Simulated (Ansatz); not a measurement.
# InAs: strong compression

The task here is to estimate one member of a computed series from the others.

Method: DFT, r2SCAN, PAW with Ansatz's default frozen-core files, scalar-relativistic, in Ansatz 0.2.0.

## Starting point

Symmetry: Fm-3m, No. 225, cubic system. The conventional cell has a = 5.468 Å, b = 5.468 Å, c = 5.468 Å, α = 90.00°, β = 90.00°, γ = 90.00°. In (site symmetry m-3m) is surrounded by 6 As at 2.73 Å. As (site symmetry m-3m) has 6 In at 2.73 Å as nearest neighbours.

Coordinates:

```cif
data_structure
_symmetry_space_group_name_H-M 'Fm-3m'
_symmetry_Int_Tables_number 225
_cell_length_a 5.4678
_cell_length_b 5.4678
_cell_length_c 5.4678
_cell_angle_alpha 90.000
_cell_angle_beta 90.000
_cell_angle_gamma 90.000
_cell_volume 163.47
loop_
_atom_site_label
_atom_site_type_symbol
_atom_site_symmetry_multiplicity
_atom_site_Wyckoff_symbol
_atom_site_fract_x
_atom_site_fract_y
_atom_site_fract_z
_atom_site_occupancy
In1 In 4 a 0.00000 0.00000 0.00000 1
As1 As 4 b 0.50000 0.00000 0.00000 1
```

The file gives the conventional cell by its symmetry; the runs use the cell typed in the input.

Whether this phase is the stable one at these pressures isn't tested.

Atoms are numbered in the order of the input: In1, As2.

The first run:

input.yaml

```yaml
crystal:
  lattice:
    - [0.0, 2.7338947002, 2.7338947002]
    - [2.7338947002, 0.0, 2.7338947002]
    - [2.7338947002, 2.7338947002, 0.0]
  atoms:
    - { symbol: In, position: [0.0, 0.0, 0.0] }
    - { symbol: As, position: [0.5, 0.5, 0.5] }
kpoints:
  mp_grid: { grid: [13, 13, 13] }
scf:
  occupations: { method: fermi_dirac, width: 0.05 }
hamiltonian:
  xc: r2scan
  pseudopotentials: { kind: paw }
output:
  forces: true
  stress: true
  write_density: true
  write_potential: true
  elf: true
  volumetric_format: npy
relax:
  f_tol: 0.005
  max_steps: 40
  cell: {}
```

The run is started by

```console
$ ansatz run input.yaml --threads 1 --pin off --max-ram 2048MiB --backend cpu --events-out ev --progress --plain --runs-dir out
```

Among the steps run: Cell relaxed at zero pressure, PAW; Volume scaled by 1, PAW; Volume scaled by 0.94, PAW; Volume scaled by 0.88, PAW; Volume scaled by 0.8, PAW; Volume scaled by 0.72, PAW; Volume scaled by 0.64, PAW; Volume scaled by 0.55, PAW; Volume scaled by 0.55, PAW (partial_waves polarizable).

One of the session's tables, all rows but one given; the rest of the session is left out.

 The rows PAW, 0.55 and PAW (partial_waves polarizable), 0.55 agree to the last digit and may rest on the same set-up.

| method | volume over the first | volume (Å³/atom) | pressure (GPa) |
| --- | --- | --- | --- |
| PAW | 1 | 22.948 | 0.04 |
| PAW | 0.94 | 21.571 | 5.20 |
| PAW | 0.88 | 20.195 | 12.53 |
| PAW | 0.8 | 18.359 | 27.37 |
| PAW | 0.72 | 16.523 | 51.52 |
| PAW | 0.64 | ? | ? |
| PAW | 0.55 | 12.622 | 173.92 |
| PAW (partial_waves polarizable) | 0.55 | 12.622 | 173.92 |

Estimate the missing values for PAW, 0.64.

The run gave: volume (Å³/atom): 14.687; pressure (GPa): 91.91. In the column «volume (Å³/atom)» it lies between PAW (partial_waves polarizable), 0.55 (12.622) and PAW, 0.72 (16.523).
